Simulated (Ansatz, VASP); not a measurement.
## CdSe: VASP beside Ansatz

```
Cd Se
1.0
     0.00000    3.05000    3.05000
     3.05000    0.00000    3.05000
     3.05000    3.05000    0.00000
Cd Se
1 1
Direct
  0.00000 0.00000 0.00000
  0.25000 0.25000 0.25000
```

The cell was built by a generator and needn't be a form met in nature.

Alike in both runs: task single point; functional PBE; k mesh 6 × 6 × 6; occupations gaussian, width 0.1 eV; no spin polarisation.

|  | VASP | Ansatz |
| --- | --- | --- |
| version | VASP 6.6.1 | Ansatz 0.2.0 |
| potentials or method | VASP PAW PBE potentials, release 64 (Cd, Se) | scalar-relativistic, plane waves, PAW |
| plane-wave cutoff (eV) | 520 | 420 |
| valence electrons in the cell | 18 | 36 |

Ansatz gave:

- gap on the k mesh at the Fermi level (eV): 0.59
- least direct gap on the mesh (eV): 0.59
- pressure (GPa): 2.4

**Question.** Estimate VASP's values.

**Answer.** gap on the k mesh at the Fermi level (eV): 0.59; least direct gap on the mesh (eV): 0.59; pressure (GPa): 2.7.

The two sets of potentials don't hold the same shells in valence.

Expect the measured gap to be larger: semilocal functionals such as PBE lack the derivative discontinuity.
